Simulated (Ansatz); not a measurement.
What internal relaxation does to the elastic constants of C

Method: Ansatz, DFT PBE+D3(BJ), scalar-relativistic, plane waves, PAW. Cutoff 420 eV, 18×18×18 k-points (Γ-centred), Gaussian smearing of 0.02 eV. No spin polarisation.

Equilibrium structure at this level:
```
C
1.0
     0.00000    2.13413    3.39640
     1.23277    0.00000    3.39640
     1.23277    2.13413    0.00000
C
2
Direct
  0.16669 0.83331 0.16669
  0.83331 0.16669 0.83331
```

Clamped-ion constants (GPa, Voigt order; atoms follow the strain homogeneously):
C11 = 1063.7, C12 = 152.0, C13 = -5.4, C22 = 1066.0, C23 = -9.6, C33 = 32.4, C44 = -3.4, C55 = 7.4, C66 = 432.6 GPa; the others vanish.

Problem. What are the constants once the atoms relax in each strained cell?

Solution.
```
1038.8  177.0   -5.4    0.0    0.0    0.0
 177.0 1040.9   -9.6    0.0    0.0    0.0
  -5.4   -9.7   32.4    0.0    0.0    0.0
   0.0    0.0    0.0   -3.5    0.0    0.0
   0.0    0.0    0.0    0.0    7.4    0.0
   0.0    0.0    0.0    0.0    0.0  416.6
```
The Voigt shear modulus goes from 222.3 to 214.1 GPa and the Voigt bulk modulus doesn't change. Relaxation subtracts ΛᵀK⁻¹Λ/V, with Λ the forces that a strain puts on the atoms and K the zone-centre force constants. At a stable cell this can only lower the diagonal constants, and it acts only for strains that share their symmetry with an optical mode; elsewhere, and where the coupling is weak, the constants hardly move. The least eigenvalue of the relaxed constants is -3.5 GPa, so this cell isn't stable against every strain.

This form isn't the element's structure at ambient conditions.

Cost: 2 runs of about 22 core-minutes in all, on Intel Xeon Platinum 8488C (Sapphire Rapids), Arm Neoverse V1 (shared hosts).